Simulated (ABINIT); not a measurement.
Crystal: Si2W.

```
W Si
1.0
    -1.60690    1.60690    3.91495
     1.60690   -1.60690    3.91495
     1.60690    1.60690   -3.91495
W Si
1 2
Direct
  0.00000 0.00000 0.00000
  0.66530 0.66530 0.00000
  0.33470 0.33470 0.00000
```

```yaml
Program: ABINIT 10.8.3 (patched build)
Task: relaxation of cell and atoms
Functional: LDA
Potentials_or_basis: PseudoDojo NC SR LDA v0.4.1 standard
Cutoff: 952 eV
k_mesh: 9 × 9 × 9
Occupations: fermi-dirac, width 0.05 eV
Spin: no spin polarisation
```

At the start: pressure -6.2 GPa; volume 13.48 Å³/atom.

Task: How do energy, volume and symmetry change on relaxing?

Result: Over 8 steps the energy falls by 7.2 meV/atom and the volume is 13.12 Å³/atom (-2.7 %); space group I4/mmm (No. 139, to 0.05 Å).

Step by step:
```csv
step,energy change (eV),largest force (eV/Å),pressure (GPa),volume (Å³)
1,0.0000,0.0889,-6.22,40.44
2,-0.0197,0.0198,-1.92,39.67
3,-0.0216,0.0090,0.06,39.34
4,-0.0217,0.0064,0.00,39.35
5,-0.0217,0.0032,-0.01,39.35
6,-0.0217,0.0025,0.00,39.35
7,-0.0217,0.0006,0.00,39.35
8,-0.0217,0.0001,0.00,39.35
```

Final structure:
```yaml
crystal:
  lattice:
    - [-1.59201, 1.59201, 3.88114]
    - [1.59201, -1.59201, 3.88114]
    - [1.59201, 1.59201, -3.88114]
  atoms:
    - { symbol: W, position: [0.00000, 0.00000, 0.00000] }
    - { symbol: Si, position: [0.66520, 0.66520, 0.00000] }
    - { symbol: Si, position: [0.33480, 0.33480, 0.00000] }
```
